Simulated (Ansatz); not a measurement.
Runs of Ansatz 0.2.0 on HfN. Symmetry: Fm-3m, No. 225, cubic system. Conventional cell: a = 4.512 Å, b = 4.512 Å, c = 4.512 Å, α = 90.00°, β = 90.00°, γ = 90.00°. Hf (site symmetry m-3m) has 6 N at 2.26 Å as nearest neighbours. N (site symmetry m-3m) is surrounded by 6 Hf at 2.26 Å. 

```tsv
task	level	potentials or basis	spin	cell	k mesh	cutoff (eV)	smearing	basis error allowed	mesh quality	gap on the mesh (eV)	pressure (GPa)	relaxed volume (Å³/atom)
band structure	PBE	all-electron LAPW, relativistic spinors	SOC, no magnetisation	as given	7 × 7 × 7	344	fermi-dirac 0.05 eV	0.001 eV/atom	coarse	-	6.5	-
single point	PBE	all-electron LAPW, scalar-relativistic	off	as given	5 × 5 × 5	291	fermi-dirac 0.03 eV	0.004 eV/atom	coarse	none	6.5	-
single point	PBE	all-electron LAPW, scalar-relativistic	off	as given	10 × 10 × 10	344	gaussian 0.05 eV	0.001 eV/atom	not flagged	none	6.7	-
relaxation of cell and atoms	PBEsol+D3(BJ)	all-electron LAPW, scalar-relativistic	off	relaxed	10 × 10 × 10	-	fermi-dirac 0.05 eV	0.001 eV/atom	not flagged	-	0.0	11.19
elastic constants	PBE	all-electron LAPW, scalar-relativistic	off	as given	7 × 7 × 7	368	fermi-dirac 0.05 eV	0.001 eV/atom	coarse	none	(a)	-
single point	PBE	all-electron LAPW, scalar-relativistic	off	as given	10 × 10 × 10	344	gaussian 0.011 eV	0.001 eV/atom	not flagged	none	6.7	-
relaxation of cell and atoms	BLYP	all-electron LAPW, scalar-relativistic	off	relaxed	10 × 10 × 10	-	fermi-dirac 0.05 eV	0.001 eV/atom	not flagged	-	0.0	12.14
```

**Question.** Fill in the values left out.

**Answer.** (a) 6.9.

Caveats: some runs use coarse meshes; the k mesh is thin for a metal, which can move the energy by tens of meV per atom (some runs); a metal's response needs a denser mesh (some runs); the cell is more than 3 GPa from zero pressure, which shifts response properties (some runs); elastic constants of metals need much finer meshes, so these are rough (some runs).

A k mesh can miss the band edges, and rows without SOC leave out spin-orbit coupling on Hf.

A gap of «none» marks a metal or a gap under the smearing width.
